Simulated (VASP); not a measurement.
# Sb (I4/mmm) in VASP: notebook

One crystal, Sb, is run at these levels: r2SCAN; tasks: single point.

All numbers are computed with VASP 6.6.1; they aren't measurements. Logs are shortened: lines on timing, memory, paths and dates and some standing lists are left out, and cuts for length are marked.

### 1 The structure

The structure is tetragonal, space group I4/mmm (No. 139). The conventional cell has a = 3.153 Å, b = 3.153 Å, c = 5.424 Å, α = 90.00°, β = 90.00°, γ = 90.00°. Sb (site symmetry 4/mmm) is surrounded by 12 Sb at 3.15 to 3.51 Å.

This isn't the form of Sb at room conditions, which is rhombohedral.

### 2 Single point, r2SCAN

Input file INCAR:

```
SYSTEM = Sb
PREC = Accurate
ENCUT = 400
EDIFF = 1E-6
ISMEAR = 0
SIGMA = 0.1
LREAL = Auto
LASPH = .TRUE.
NELM = 100
ALGO = Normal
ISIF = 2
LWAVE = .FALSE.
LCHARG = .FALSE.
METAGGA = R2SCAN
LMIXTAU = .TRUE.
ADDGRID = .FALSE.
```

Input file KPOINTS:

```
regular mesh
0
G
  11 11 11
  0 0 0
```

Input file POSCAR:

```
Sb
1.0
   -1.5638750000      1.6131910000      2.7402030000
    1.6104090000     -1.5604430000      2.7365900000
    1.5281950000      1.5247630000     -2.7095380000
Sb
1
Direct
    0.0004760000      0.0218010000      0.0165680000
```

Potentials or basis: VASP PAW PBE potentials, release 64 (Sb).

Run with:

```
$ cat potpaw_PBE.64/Sb/POTCAR > POTCAR
$ mpirun -np 1 vasp_std > vasp.out
```

OUTCAR:

```text
SYSTEM = Sb
   PREC = Accurate
   ENCUT = 400
   EDIFF = 1E-6
   ISMEAR = 0
   LREAL = Auto
   LASPH = .TRUE.
   NELM = 100
   ISIF = 2
   METAGGA = R2SCAN

 Found    666 irreducible k-points:

 Following reciprocal coordinates:
            Coordinates               Weight
  0.000000  0.000000  0.000000      1.000000
  0.090909  0.000000  0.000000      2.000000
  0.181818 -0.000000  0.000000      2.000000
  0.272727  0.000000 -0.000000      2.000000
  0.363636 -0.000000  0.000000      2.000000
  0.454545  0.000000 -0.000000      2.000000
   k-points           NKPTS =    666   k-points in BZ     NKDIM =    666   number of bands    NBANDS=      6
   number of dos      NEDOS =    301   number of ions     NIONS =      1
   total plane-waves  NPLWV =  13824
   dimension x,y,z NGX =    24 NGY =   24 NGZ =   24
   dimension x,y,z NGXF=    48 NGYF=   48 NGZF=   48
   ions per type =               1
   NGX,Y,Z   is equivalent  to a cutoff of  11.26, 11.28, 11.52 a.u.
   NGXF,Y,Z  is equivalent  to a cutoff of  22.52, 22.55, 23.03 a.u.
 SYSTEM =  Sb
   PREC   = accura    normal or accurate (medium, high low for compatibility)
   ISTART =      0    job   : 0-new  1-cont  2-samecut
   ICHARG =      2    charge: 1-file 2-atom 10-const
   ISPIN  =      1    spin polarized calculation?
   LNONCOLLINEAR =      F non collinear calculations
   LSORBIT =      F    spin-orbit coupling
   LASPH  =      T    aspherical Exc in radial PAW
   ENCUT  =  400.0 eV  29.40 Ry    5.42 a.u.   5.78  5.77  5.65*2*pi/ulx,y,z
   NELM   =    100;   NELMIN=  2; NELMDL= -5     # of ELM steps
   EDIFF  = 0.1E-05   stopping-criterion for ELM
   LREAL  =      T    real-space projection
   EDIFFG = 0.1E-04   stopping-criterion for IOM
   NSW    =      0    number of steps for IOM
   IBRION =     -1    ionic relax: 0-MD 1-quasi-New 2-CG
   NFREE  =      0    steps in history (QN), initial steepest desc. (CG)
   ISIF   =      2    stress and relaxation
   ISYM   =      2    0-nonsym 1-usesym 2-fastsym
   POTIM  = 0.5000    time-step for ionic-motion
   TEBEG  =    0.0;   TEEND  =   0.0 temperature during run
   PSTRESS=    0.0 pullay stress
   NELECT =       5.0000    total number of electrons
   NUPDOWN=      -1.0000    fix difference up-down
   EMIN   =  10.00;   EMAX   =-10.00  energy-range for DOS
   EFERMI =   0.00;   METHOD = LEGACY
   ISMEAR =     0;   SIGMA  =   0.10  broadening in eV -4-tet -1-fermi 0-gaus
   EFERMI_NEDOS =   21; number of points for ismear=-14 and -15
   IALGO  =     38    algorithm
   IMIX   =      4    mixing-type and parameters
     AMIX     =   0.40;   BMIX     =  1.00
     AMIX_MAG =   1.60;   BMIX_MAG =  1.00
  volume/ion in A,a.u.               =      26.96       181.95
  Fermi-wavevector in a.u.,A,eV,Ry     =   0.933573  1.764197 11.858272  0.871558
  Thomas-Fermi vector in A             =   2.060288
   LORBIT       =      0    0 simple, 1 ext, 2 COOP (PROOUT), +10 PAW based schemes
   METAGGA = R2SCAN    functional components
   LHFCALC =     F    Hartree Fock is set to
   AEXX    =    0.0000 exact exchange contribution
   IVDW    =     0    specifies the selected vdW correction
   LEPSILON=     F    determine dielectric tensor
   LRPA    =     F    only Hartree local field effects (RPA)
 non-spin polarized calculation
 Gauss-broadening in eV      SIGMA  =   0.10
  energy-cutoff  :      400.00
  volume of cell :       26.96
 maximum number of plane-waves:       504
   NGX = 11   NGY = 11   NGZ = 11

 number of electron       5.0000000 magnetization

 Free energy of the ion-electron system (eV)
  ---------------------------------------------------
  ext. energy  EPLUGINS =         0.00000000
  ---------------------------------------------------
  free energy    TOTEN  =       -25.26493759 eV

  energy without entropy =      -25.26073935  energy(sigma->0) =      -25.26283847

 E-fermi :   8.4726     XC(G=0): -10.7818

 val. band max:        8.4630909726   @ k =   0.0000   0.1818   0.4545
 cond. band min:       8.4749085816   @ k =   0.1818   0.1818   0.0000
 fundamental gap:      0.0118176090
 Fermi energy:         8.4726293003

 k-point     1 :       0.0000    0.0000    0.0000
  band No.  band energies     occupation
      1      -5.1390      2.00000
      2      13.1607      0.00000
      3      14.1947      0.00000
      4      14.2479      0.00000
      5      18.1003      0.00000
      6      19.3402      0.00000

 k-point     2 :       0.0909    0.0000    0.0000
  band No.  band energies     occupation
      1      -4.9664      2.00000
      2      12.2713      0.00000
      3      13.1996      0.00000
      4      14.1937      0.00000
      5      18.1347      0.00000
      6      18.6070      0.00000

 k-point     3 :       0.1818   -0.0000    0.0000
  band No.  band energies     occupation
      1      -4.4519      2.00000
      2       9.6593      0.00000
      3      12.2486      0.00000
      4      14.1657      0.00000
      5      16.9105      0.00000
      6      18.5996      0.00000

 k-point     4 :       0.2727    0.0000   -0.0000
  band No.  band energies     occupation
      1      -3.6103      2.00000
      2       6.8972      2.00000
      3      11.4031      0.00000
      4      14.1873      0.00000
      5      16.0072      0.00000
      6      18.5960      0.00000

 k-point     5 :       0.3636   -0.0000    0.0000
  band No.  band energies     occupation
      1      -2.4973      2.00000
      2       4.4261      2.00000
      3      10.7675      0.00000
      4      14.2646      0.00000
      5      15.4186      0.00000
      6      18.7977      0.00000

 k-point     6 :       0.4545    0.0000   -0.0000
  band No.  band energies     occupation
      1      -1.3848      2.00000
      2       2.6177      2.00000
      3      10.4307      0.00000
      4      14.3405      0.00000
      5      15.1282      0.00000
      6      19.1190      0.00000

 [... further k-points ...]

------------------------ aborting loop because EDIFF is reached ----------------------------------------

  FORCE on cell =-STRESS in cart. coord.  units (eV):
  Direction    XX          YY          ZZ          XY          YZ          ZX
  --------------------------------------------------------------------------------------
  -------------------------------------------------------------------------------------
  Total        0.1603631      0.1591420      0.2568830     -0.0287733      0.0155678     -0.0100647
  in kB        9.5293959      9.4568320     15.2649754     -1.7098226      0.9250971     -0.5980806
  external PRESSURE =      11.4170677 kB  Pullay stress =       0.0000000 kB

 VOLUME and BASIS-vectors are now :
 -----------------------------------------------------------------------------
  energy-cutoff  :      400.00
  volume of cell :       26.96
      direct lattice vectors                 reciprocal lattice vectors
    -1.563875000  1.613191000  2.740203000     0.002055809  0.316948054  0.179518554
     1.610409000 -1.560443000  2.736590000     0.317083613  0.001847581  0.179876686
     1.528195000  1.524763000 -2.709538000     0.322328449  0.322401118 -0.005843793

 POSITION                                       TOTAL-FORCE (eV/Angst)
 -----------------------------------------------------------------------------------
      0.05968     -0.00799      0.01607         0.000000      0.000000      0.000000
 -----------------------------------------------------------------------------------
    total drift:                               -0.000000     -0.000000      0.000001

  FREE ENERGIE OF THE ION-ELECTRON SYSTEM (eV)
  ---------------------------------------------------
  free  energy   TOTEN  =       -25.2649375893 eV

  energy  without entropy=      -25.2607393521  energy(sigma->0) =      -25.26283847
```

stdout:

```text
POSCAR found type information on POSCAR Sb
 POSCAR found :  1 types and       1 ions
 scaLAPACK will be used
 -----------------------------------------------------------------------------
|                                                                             |
|                                                                             |
|     You have a (more or less) 'small supercell' and for smaller cells       |
|     it is recommended to use the reciprocal-space projection scheme!        |
|     The real-space optimization is not efficient for small cells and it     |
|     is also less accurate ...                                               |
|     Therefore, set LREAL=.FALSE. in the INCAR file.                         |
|                                                                             |
 -----------------------------------------------------------------------------

 -----------------------------------------------------------------------------
|                                                                             |
|                                                                             |
|     You enforced a specific xc type in the INCAR file but a different       |
|     I HOPE YOU KNOW WHAT YOU ARE DOING!                                     |
|                                                                             |
 -----------------------------------------------------------------------------

 LDA part: xc-table for (None), standard interpolation
 POSCAR, INCAR and KPOINTS ok, starting setup
 FFT: planning ... GRIDC
 FFT: planning ... GRID_SOFT
 FFT: planning ... GRID
 WAVECAR not read
 entering main loop
```

Run time: 2.1 min. Hardware: 1 thread of Intel Xeon 6975P-C (Granite Rapids), shared host; peak memory 0.18 GiB.

These settings aren't checked as converged: the numbers below hold their error.

Results:

| Quantity | Value |
| --- | --- |
| Free energy | -25.2649 eV |
| Pressure | 1.1 GPa |
| Band gap on the k mesh | none (metal or under the smearing width) |

Caveat: the PAW data sets were made with another functional, which shifts forces and pressure a little.

### 3 Single point, r2SCAN

INCAR: that of step 2 with these lines changed.

```diff
@@ -3,6 +3,6 @@
 ENCUT = 400
-EDIFF = 1E-6
+EDIFF = 0.01
 ISMEAR = 0
 SIGMA = 0.1
-LREAL = Auto
+LREAL = .FALSE.
 LASPH = .TRUE.
```

KPOINTS is that of step 2.

Input file POSCAR:

```
Sb
1.0
   -1.5765401831      1.5765401831      2.7119384313
    1.5765401831     -1.5765401831      2.7119384313
    1.5765401831      1.5765401831     -2.7119384313
Sb
1
Direct
    0.0000000000      0.0000000000      0.0000000000
```

Potentials or basis: VASP PAW PBE potentials, release 64 (Sb).

Run with:

```
$ cat potpaw_PBE.64/Sb/POTCAR > POTCAR
$ mpirun -np 1 vasp_std > vasp.out
```

It took 12 s on 1 thread of Intel Xeon 6975P-C (Granite Rapids), shared host; peak memory 0.15 GiB.

These settings aren't checked as converged: the numbers below hold their error.

What came out:

```
Free energy            : -25.2626 eV
Pressure               : -0.2 GPa
Band gap on the k mesh : none (metal or under the smearing width)
```

Caveat: the PAW data sets were made with another functional, which shifts forces and pressure a little.
